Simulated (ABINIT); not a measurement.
AlRu:

```
Ru Al
1.0
     2.99160    0.00000    0.00000
     0.00000    2.99160    0.00000
     0.00000    0.00000    2.99160
Ru Al
1 1
Direct
  0.50000 0.50000 0.50000
  0.00000 0.00000 0.00000
```

Base run:

* Program: ABINIT 10.8.3 (patched build)
* Functional: BLYP
* Potentials or basis: JTH PAW PBE v2.0
* Cutoff: 490 eV
* k mesh: 9 × 9 × 9
* Occupations: fermi-dirac, width 0.05 eV
* Spin: no spin polarisation

Its results: band gap on the k mesh none (metal or under the smearing width); pressure 9.8 GPa.

After a change of settings the same cell gave: band gap on the k mesh none (metal or under the smearing width); pressure -1.2 GPa. Which change was it?
A. functional from BLYP to revPBE
B. functional from BLYP to PBEsol
C. functional from BLYP to r2SCAN
D. functional from BLYP to AM05

C.

Caveats: the PAW data sets were made with another functional, which shifts forces and pressure a little.
